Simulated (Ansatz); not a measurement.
Wanted: the native input for an Ansatz 0.2.0 run.

* Task: single point
* Functional: PBE
* Potentials or basis: all-electron LAPW, scalar-relativistic
* Cutoff: 281 eV (chosen from the basis error)
* Basis error allowed: 0.001 eV/atom
* k mesh: 10 × 10 × 10
* Occupations: gaussian, width 0.027 eV
* Spin: no spin polarisation

The system is BP.

```
P B
1.0
     0.00000    2.26900    2.26900
     2.26900    0.00000    2.26900
     2.26900    2.26900    0.00000
P B
1 1
Cartesian
  3.4035 3.4035 3.4035
  0.0000 0.0000 0.0000
```

One way to write it, as run:

input.yaml

```yaml
crystal:
  lattice:
    - [0.0, 2.269, 2.269]
    - [2.269, 0.0, 2.269]
    - [2.269, 2.269, 0.0]
  atoms:
    - { symbol: P, position: [0.75, 0.75, 0.75] }
    - { symbol: B, position: [0.0, 0.0, 0.0] }
kpoints:
  mp_grid: { grid: [10, 10, 10] }
scf:
  occupations: { method: gaussian, width: 0.027 }
hamiltonian:
  xc: pbe
  pseudopotentials: { kind: all_electron, lapw: { basis_error: 0.001 } }
output:
  forces: true
  stress: true
  eigenvalues: true
```

Potentials or basis: all-electron LAPW, scalar-relativistic.

Run with:

```sh
$ ansatz run input.yaml --threads 1 --pin off --max-ram 3072MiB --backend cpu --events-out ev --progress --plain --runs-dir out
```

It gave:

- Pressure: 1.1 GPa
- Band gap on the k mesh: 1.25 eV, indirect (least direct gap 3.41 eV)

It took 6 s on 1 thread of Arm Neoverse V1, with other jobs on the host, peak memory 0.22 GiB.
